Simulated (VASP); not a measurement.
Input of a VASP 6.6.1 run:

Contents of INCAR:

```
SYSTEM = Mg
PREC     = Accurate       ! precision mode
ENCUT    = 520            ! plane-wave cutoff, eV
EDIFF    = 1E-7           ! SCF threshold, eV
ISMEAR   = 0              ! smearing method
SIGMA    = 0.05           ! smearing width, eV
LREAL    = .FALSE.        ! projectors in reciprocal space
LASPH    = .TRUE.         ! aspherical terms in the spheres
NELM     = 100            ! most SCF steps
ALGO     = Normal         ! electronic algorithm
ISIF     = 2              ! what is computed and relaxed
LWAVE    = .FALSE.        ! write WAVECAR
LCHARG   = .TRUE.         ! write CHGCAR
GGA      = PE             ! functional
LELF     = .TRUE.         ! ELF
LVHAR    = .TRUE.       
NBANDS   = 7              ! bands
```

The input KPOINTS:

```
regular mesh
0
G
  16 16 16
  0 0 0
```

The input POSCAR:

```
Mg
1.0
   -1.7899568495      1.7899568495      1.7899568495
    1.7899568495     -1.7899568495      1.7899568495
    1.7899568495      1.7899568495     -1.7899568495
Mg
1
Direct
    0.0000000000      0.0000000000      0.0000000000
```

Potentials or basis: VASP PAW PBE potentials, release 64 (Mg).

The run is started by

```console
$ cat potpaw_PBE.64/Mg/POTCAR > POTCAR
$ mpirun -np 1 vasp_std > vasp.out
```

Task: Estimate the band gap on the k mesh.

Result: None (metal or under the smearing width).

Task: What does it give for the pressure?

Result: -0.1 GPa.
